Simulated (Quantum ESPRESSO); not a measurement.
# NaCl (Fm-3m) in Quantum ESPRESSO: notebook, part 2 of 2

Quantum ESPRESSO 7.5. Earlier steps stand in the parts before.

## Step 3: Dielectric tensor, PBEsol

The input, pw.in:

```
&CONTROL
  calculation = 'scf'
  prefix = 'pwscf'
  outdir = './tmp'
  pseudo_dir = './pseudo'
  tprnfor = .true.
  tstress = .true.
  disk_io = 'low'
/
&SYSTEM
  ibrav = 0
  nat = 2
  ntyp = 2
  ecutwfc = 45
  ecutrho = 360
  nbnd = 14
  occupations = 'smearing'
  smearing = 'fd'
  degauss = 0.00367493
/
&ELECTRONS
  conv_thr = 4d-10
  electron_maxstep = 120
  mixing_beta = 0.5
/
ATOMIC_SPECIES
Cl    35.4500 cl_pbesol_v1.4.uspp.F.UPF
Na    22.9898 na_pbesol_v1.5.uspp.F.UPF
CELL_PARAMETERS angstrom
   0.0000000000    2.7940632177    2.7940632177
   2.7940632177    0.0000000000    2.7940632177
   2.7940632177    2.7940632177    0.0000000000
ATOMIC_POSITIONS crystal
Cl     0.5000000000    0.5000000000    0.5000000000
Na     0.0000000000    0.0000000000    0.0000000000
K_POINTS automatic
4 4 4 1 1 1
```

The input, scf2.in:

```
&CONTROL
  calculation = 'scf'
  prefix = 'pwscf'
  outdir = './tmp'
  pseudo_dir = './pseudo'
  tprnfor = .true.
  tstress = .true.
  disk_io = 'low'
/
&SYSTEM
  ibrav = 0
  nat = 2
  ntyp = 2
  ecutwfc = 45
  ecutrho = 360
  nbnd = 14
  occupations = 'fixed'
/
&ELECTRONS
  conv_thr = 1d-13
  electron_maxstep = 120
  mixing_beta = 0.5
  startingpot = 'file'
  startingwfc = 'file'
/
ATOMIC_SPECIES
Cl    35.4500 cl_pbesol_v1.4.uspp.F.UPF
Na    22.9898 na_pbesol_v1.5.uspp.F.UPF
CELL_PARAMETERS angstrom
   0.0000000000    2.7940632177    2.7940632177
   2.7940632177    0.0000000000    2.7940632177
   2.7940632177    2.7940632177    0.0000000000
ATOMIC_POSITIONS crystal
Cl     0.5000000000    0.5000000000    0.5000000000
Na     0.0000000000    0.0000000000    0.0000000000
K_POINTS automatic
4 4 4 1 1 1
```

The input, ph.in:

```
dielectric of NaCl
&INPUTPH
  prefix = 'pwscf'
  outdir = './tmp'
  tr2_ph = 1d-18
  fildyn = 'dyn'
  niter_ph = 90
  alpha_mix(1) = 0.7
  epsil = .true.
  trans = .false.
  zeu = .true.
/
0.0000000000 0.0000000000 0.0000000000
```

Potentials or basis: GBRV 1.5 PBEsol.

Started as:

```
$ OMP_NUM_THREADS=1 pw.x -in pw.in > pw.out
$ OMP_NUM_THREADS=1 pw.x -in scf2.in > scf2.out
$ OMP_NUM_THREADS=1 ph.x -in ph.in > ph.out
```

pw.out:

```text
This program is part of the open-source Quantum ESPRESSO suite
     for quantum simulation of materials; please cite
[... 9 lines left out ...]
     --------------------
     sticks:   dense  smooth     PW     G-vecs:    dense   smooth      PW
     Sum        1393     685    211                34015    12039    2085

     Using Slab Decomposition

     bravais-lattice index     =            0
     lattice parameter (alat)  =       7.4671  a.u.
     unit-cell volume          =     294.3983 (a.u.)^3
     number of atoms/cell      =            2
     number of atomic types    =            2
     number of electrons       =        16.00
     number of Kohn-Sham states=           14
     kinetic-energy cutoff     =      45.0000  Ry
     charge density cutoff     =     360.0000  Ry
     scf convergence threshold =      4.0E-10
     mixing beta               =       0.5000
     number of iterations used =            8  plain     mixing
     Exchange-correlation= SLA  PW   PSX  PSC
                           (   1   4  10   8   0   0   0)

     celldm(1)=   7.467068  celldm(2)=   0.000000  celldm(3)=   0.000000
     celldm(4)=   0.000000  celldm(5)=   0.000000  celldm(6)=   0.000000

[... 8 lines left out ...]
               b(3) = (  0.707107  0.707107 -0.707107 )

     PseudoPot. # 1 for Cl read from file:
     cl_pbesol_v1.4.uspp.F.UPF
     Pseudo is Ultrasoft + core correction, Zval =  7.0
     Generated by new atomic code, or converted to UPF format
     Using radial grid of  909 points,  6 beta functions with:
                l(1) =   0
                l(2) =   0
                l(3) =   1
                l(4) =   1
                l(5) =   2
                l(6) =   2
     Q(r) pseudized with  8 coefficients,  rinner =    1.300   1.300   1.300
                                                       1.300   1.300

     PseudoPot. # 2 for Na read from file:
     na_pbesol_v1.5.uspp.F.UPF
     Pseudo is Ultrasoft, Zval =  9.0
     Generated by new atomic code, or converted to UPF format
     Using radial grid of  819 points,  5 beta functions with:
                l(1) =   0
                l(2) =   0
                l(3) =   1
                l(4) =   1
                l(5) =   2
     Q(r) pseudized with  8 coefficients,  rinner =    1.250   1.250   1.250
                                                       1.250   1.250

     atomic species   valence    mass     pseudopotential
     Cl                7.00    35.45000     Cl( 1.00)
     Na                9.00    22.98980     Na( 1.00)

     48 Sym. Ops., with inversion, found

   Cartesian axes

     site n.     atom                  positions (alat units)
         1        Cl     tau(   1) = (   0.7071068   0.7071068   0.7071068  )
         2        Na     tau(   2) = (   0.0000000   0.0000000   0.0000000  )

     number of k points=    10  Fermi-Dirac smearing, width (Ry)=  0.0037
                       cart. coord. in units 2pi/alat
        k(    1) = (   0.0883883   0.0883883   0.0883883), wk =   0.0625000
        k(    2) = (   0.2651650   0.2651650  -0.0883883), wk =   0.1875000
        k(    3) = (  -0.2651650  -0.2651650   0.4419417), wk =   0.1875000
        k(    4) = (  -0.0883883  -0.0883883   0.2651650), wk =   0.1875000
        k(    5) = (   0.4419417   0.0883883   0.0883883), wk =   0.1875000
        k(    6) = (  -0.0883883  -0.4419417   0.6187184), wk =   0.3750000
        k(    7) = (   0.0883883  -0.2651650   0.4419417), wk =   0.3750000
        k(    8) = (  -0.6187184   0.0883883   0.0883883), wk =   0.1875000
        k(    9) = (   0.2651650   0.2651650   0.2651650), wk =   0.0625000
        k(   10) = (  -0.2651650  -0.2651650   0.7954951), wk =   0.1875000

     Dense  grid:    34015 G-vectors     FFT dimensions: (  45,  45,  45)

     Smooth grid:    12039 G-vectors     FFT dimensions: (  32,  32,  32)

     Initial potential from superposition of free atoms

     starting charge      15.9936, renormalised to      16.0000

     negative rho (up, down):  1.472E-02 0.000E+00
     Starting wfcs are    9 randomized atomic wfcs +    5 random wfcs

     Self-consistent Calculation

     iteration #  1     ecut=    45.00 Ry     beta= 0.50
     Davidson diagonalization with overlap
     ethr =  1.00E-02,  avg # of iterations =  7.3

     Threshold (ethr) on eigenvalues was too large:
     Diagonalizing with lowered threshold

     Davidson diagonalization with overlap
     ethr =  2.62E-04,  avg # of iterations =  4.9

     negative rho (up, down):  1.501E-02 0.000E+00

     total energy              =    -128.62471145 Ry
     estimated scf accuracy    <       0.04021625 Ry

     iteration #  2     ecut=    45.00 Ry     beta= 0.50
     Davidson diagonalization with overlap
     ethr =  2.51E-04,  avg # of iterations =  2.0

     negative rho (up, down):  1.473E-02 0.000E+00

     total energy              =    -128.63241551 Ry
     estimated scf accuracy    <       0.00195794 Ry

     iteration #  3     ecut=    45.00 Ry     beta= 0.50
     Davidson diagonalization with overlap
     ethr =  1.22E-05,  avg # of iterations =  4.6

     negative rho (up, down):  1.443E-02 0.000E+00

     total energy              =    -128.63262959 Ry
     estimated scf accuracy    <       0.00047267 Ry

     iteration #  4     ecut=    45.00 Ry     beta= 0.50
     Davidson diagonalization with overlap
     ethr =  2.95E-06,  avg # of iterations =  2.2

     negative rho (up, down):  1.444E-02 0.000E+00

     total energy              =    -128.63266897 Ry
     estimated scf accuracy    <       0.00000516 Ry

     iteration #  5     ecut=    45.00 Ry     beta= 0.50
     Davidson diagonalization with overlap
     ethr =  3.22E-08,  avg # of iterations =  4.1

     negative rho (up, down):  1.441E-02 0.000E+00

     total energy              =    -128.63267350 Ry
     estimated scf accuracy    <       0.00000042 Ry

     iteration #  6     ecut=    45.00 Ry     beta= 0.50
     Davidson diagonalization with overlap
     ethr =  2.65E-09,  avg # of iterations =  2.2

     negative rho (up, down):  1.441E-02 0.000E+00

     total energy              =    -128.63267382 Ry
     estimated scf accuracy    <       0.00000007 Ry

     iteration #  7     ecut=    45.00 Ry     beta= 0.50
     Davidson diagonalization with overlap
     ethr =  4.26E-10,  avg # of iterations =  2.0

     negative rho (up, down):  1.441E-02 0.000E+00

     total energy              =    -128.63267385 Ry
     estimated scf accuracy    <       0.00000002 Ry

     iteration #  8     ecut=    45.00 Ry     beta= 0.50
     Davidson diagonalization with overlap
     ethr =  1.26E-10,  avg # of iterations =  2.0

     negative rho (up, down):  1.441E-02 0.000E+00

     total energy              =    -128.63267387 Ry
     estimated scf accuracy    <          9.5E-10 Ry

     iteration #  9     ecut=    45.00 Ry     beta= 0.50
     Davidson diagonalization with overlap
     ethr =  5.97E-12,  avg # of iterations =  2.0

     negative rho (up, down):  1.441E-02 0.000E+00

     End of self-consistent calculation

          k = 0.0884 0.0884 0.0884 (  1468 PWs)   bands (ev):

   -47.4076 -19.4963 -19.4915 -19.4915 -11.5046   0.7541   1.1072   1.1072
     6.7019  11.5429  12.2769  12.2769  13.9936  13.9936

          k = 0.2652 0.2652-0.0884 (  1501 PWs)   bands (ev):

   -47.4070 -19.5128 -19.4962 -19.4923 -11.3009  -0.2625   0.7268   0.9726
     8.3180  10.8113  11.9207  12.5822  13.8043  15.6246

          k =-0.2652-0.2652 0.4419 (  1495 PWs)   bands (ev):

   -47.4067 -19.5228 -19.4960 -19.4946 -11.1772  -0.7809   0.6646   0.8093
     8.6621  11.2941  11.6647  12.3281  15.9261  17.0526

          k =-0.0884-0.0884 0.2652 (  1494 PWs)   bands (ev):

   -47.4073 -19.5048 -19.4939 -19.4933 -11.3892   0.1632   0.9341   0.9430
     7.7254  10.6893  12.2856  12.7594  13.3776  14.7379

          k = 0.4419 0.0884 0.0884 (  1502 PWs)   bands (ev):

   -47.4068 -19.5118 -19.4978 -19.4972 -11.2384  -0.3334   0.6212   0.7090
     8.8615   9.8323  11.4162  13.6283  14.4268  15.9475

          k =-0.0884-0.4419 0.6187 (  1504 PWs)   bands (ev):

   -47.4065 -19.5126 -19.5052 -19.4995 -11.1278  -0.3774   0.0725   0.5240
     9.6592  10.2284  11.1473  13.1778  15.4735  16.9760

          k = 0.0884-0.2652 0.4419 (  1502 PWs)   bands (ev):

   -47.4067 -19.5164 -19.5001 -19.4953 -11.1921  -0.4912   0.4120   0.7637
     9.2418  10.6433  10.9916  12.9667  14.7611  17.1925

          k =-0.6187 0.0884 0.0884 (  1505 PWs)   bands (ev):

   -47.4065 -19.5137 -19.5023 -19.4996 -11.1418  -0.5393   0.3720   0.5617
     8.9168   9.3548  11.9874  14.6235  15.3898  17.0683

          k = 0.2652 0.2652 0.2652 (  1498 PWs)   bands (ev):

   -47.4069 -19.5208 -19.4933 -19.4933 -11.2417  -0.6636   0.9042   0.9042
     8.1951  11.4071  12.1234  12.1234  15.5663  15.5663

          k =-0.2652-0.2652 0.7955 (  1503 PWs)   bands (ev):

   -47.4066 -19.5167 -19.5037 -19.4956 -11.1461  -0.5035   0.1321   0.7434
     9.4835  10.6413  11.2368  13.0007  15.3493  15.6038

     the Fermi energy is     5.3925 ev

!    total energy              =    -128.63267387 Ry
     estimated scf accuracy    <          9.4E-11 Ry
     smearing contrib. (-TS)   =      -0.00000000 Ry
     internal energy E=F+TS    =    -128.63267387 Ry

     The total energy is F=E-TS. E is the sum of the following terms:
     one-electron contribution =     -80.56525969 Ry
     hartree contribution      =      44.93323006 Ry
     xc contribution           =     -23.55590626 Ry
     ewald contribution        =     -69.44473798 Ry

     convergence has been achieved in   9 iterations

     negative rho (up, down):  1.441E-02 0.000E+00

     Forces acting on atoms (cartesian axes, Ry/au):

     atom    1 type  1   force =    -0.00000000    0.00000000    0.00000000
     atom    2 type  2   force =    -0.00000000    0.00000000   -0.00000000

     Total force =     0.000000     Total SCF correction =     0.000000

     Computing stress (Cartesian axis) and pressure

     negative rho (up, down):  1.441E-02 0.000E+00
          total   stress  (Ry/bohr**3)                   (kbar)     P=        2.79
   0.00001900  -0.00000000  -0.00000000            2.79       -0.00       -0.00
  -0.00000000   0.00001900  -0.00000000           -0.00        2.79       -0.00
  -0.00000000  -0.00000000   0.00001900           -0.00       -0.00        2.79

=------------------------------------------------------------------------------=
   JOB DONE.
=------------------------------------------------------------------------------=
```

Wall time 32 s (1 thread of Arm Neoverse V2, shared host); peak memory 0.15 GiB.

What came out:

```
Free energy                             : -1750.1367 eV
Pressure                                : 0.3 GPa
Electronic dielectric tensor (diagonal) : 2.58
Born charges (mean of the diagonal)     : Cl -1.09; Na +1.09 e
```

Levels at points of the mesh, in eV from the valence-band top:
| k point | band 4 | band 5 | band 6 | band 7 | band 8 | band 9 | band 10 | band 11 | band 12 | band 13 |
| --- | --- | --- | --- | --- | --- | --- | --- | --- | --- | --- |
| (0.12, 0.12, 0.12) | -20.60 | -12.61 | -0.35 | 0.00 | 0.00 | 5.59 | 10.44 | 11.17 | 11.17 | 12.89 |

Electronic dielectric tensor:
```
2.58 0.00 0.00
0.00 2.58 0.00
0.00 0.00 2.58
```

Born effective charge tensors (e):
atom 1, Cl
```
-1.09  0.00  0.00
 0.00 -1.09  0.00
 0.00  0.00 -1.09
```
atom 2, Na
```
1.09 0.00 0.00
0.00 1.09 0.00
0.00 0.00 1.09
```

## Step 4: Against experiment

Step 3. Measured high-frequency dielectric constant of NaCl: 2.34 (80 K; a printed reference work, textbook). This calculation gives 2.58 (+10.2 %).
